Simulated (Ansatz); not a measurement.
All numbers below come from Ansatz 0.2.0, DFT PBE, scalar-relativistic, plane waves, PAW. All cells share a 420 eV cutoff and Γ-centred k meshes spaced about 0.3 Å⁻¹ or finer (0.25 for metals, 2π included). Collinear spin in cells that started with moments and kept them past the coarse steps, no spin elsewhere.

These are static total energies at zero pressure. All come from trial cells, and lower structures may exist.

Task: Order these relaxed structures of Gd₆N by energy, lowest first, with the energy over the lowest of them.
A.

```xyz
7
Lattice="3.5860 0.0000 0.0000 -1.7930 3.1056 0.0000 0.0000 0.0000 17.8097" Properties=species:S:1:pos:R:3 pbc="T T T"
Gd    0.0000    2.0704    7.4358
Gd    1.7930    1.0352   10.3739
Gd    1.7930    1.0352   16.4537
Gd    0.0000    2.0704    1.3560
Gd    1.7930    1.0352    4.5343
Gd    0.0000    2.0704   13.2755
N     0.0000    0.0000    0.0000
```

B.

```xyz
7
Lattice="3.1580 1.8233 5.8733 -3.1580 1.8233 5.8733 0.0000 -3.6465 5.8733" Properties=species:S:1:pos:R:3 pbc="T T T"
Gd    1.0074   -1.9146    7.2801
Gd   -2.1618    0.0848    7.2801
Gd    1.1544    1.8298    7.2801
Gd   -1.0074    1.9146   10.3397
Gd    2.1618   -0.0848   10.3397
Gd   -1.1544   -1.8298   10.3397
N     0.0000    0.0000    0.0000
```

Result: A (0 meV/atom), B (12 meV/atom). Forms: A P-3m1, moments up to 7.4 μB; B R-3, moments up to 7.0 μB. Counting Gd atoms around N (those within 1.25 times the shortest such distance or 1.15 times the sum of covalent radii): A has N 6; B has N 6.

The k mesh leaves some 4 meV/atom of noise in the energy of each metallic cell. The 4f shell of Gd is treated without a Hubbard U, which places its levels poorly. The magnetic state reached may not be the lowest. Cells relaxed within their symmetry can be saddle points. Some types were kept out of the candidates beforehand, so the set may lack a known form.
